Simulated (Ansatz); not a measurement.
Runs of Ansatz 0.2.0 on BaTiO3. Symmetry: R3m, No. 160, trigonal system. Conventional cell: a = 5.655 Å, b = 5.655 Å, c = 6.955 Å, α = 90.00°, β = 90.00°, γ = 120.00°. Ba (site symmetry 3m) has 12 O at 2.79 to 2.89 Å as nearest neighbours. Ti (site symmetry 3m) is surrounded by 6 O at 1.87 to 2.14 Å. Around O (site symmetry m) lie 2 Ti at 1.87 to 2.14 Å. 

| task | level | spin | U | cell | points for each segment of the path | hubbard projectors | double counting | gap on the mesh (eV) | pressure (GPa) | relaxed volume (Å³/atom) | largest force (eV/Å) |
| --- | --- | --- | --- | --- | --- | --- | --- | --- | --- | --- | --- |
| band structure | PBE | SOC, no magnetisation | - | as given | 14 | - | - | 2.49 | 5.0 | - | 0.14 |
| relaxation of cell and atoms | PBE+U | off | Ti d U = 8 eV | relaxed | - | ortho-atomic (the default) | fll (the default) | 2.88 | 0.0 | 13.21 | - |
| relaxation of cell and atoms | PBE+U | off | Ti d U = 4 eV | relaxed | - | ortho-atomic (the default) | fll (the default) | (b) | 0.0 | (a) | - |
| relaxation of cell and atoms | PBE+U | off | Ti d U = 1 eV | relaxed | - | ortho-atomic (the default) | fll (the default) | (c) | 0.0 | 13.37 | - |
| band structure | PBE | off | - | as given | 14 | - | - | 2.50 | 5.0 | - | 0.14 |

Alike in all rows: potentials or basis Ansatz PAW; k mesh 7 × 7 × 7; cutoff (eV) 420; smearing fermi-dirac 0.05 eV.

Task: Fill in the values left out.

Result: (a) 13.30; (b) 2.70; (c) 2.69.

Caveats: spin-orbit coupling is left out, which moves the levels of the heavy elements (some runs); odd divisions of the mesh miss points on the zone boundary, where band edges often lie, so the gap on the mesh can be too wide (some runs); the plane-wave basis is chosen anew once the cell has moved, so the energies of steps on either side of that aren't comparable (some runs); the k mesh misses the band edges, so the gap on the mesh is wider than the one along the path (some runs).

A k mesh can miss the band edges, and rows without SOC leave out spin-orbit coupling on Ba.
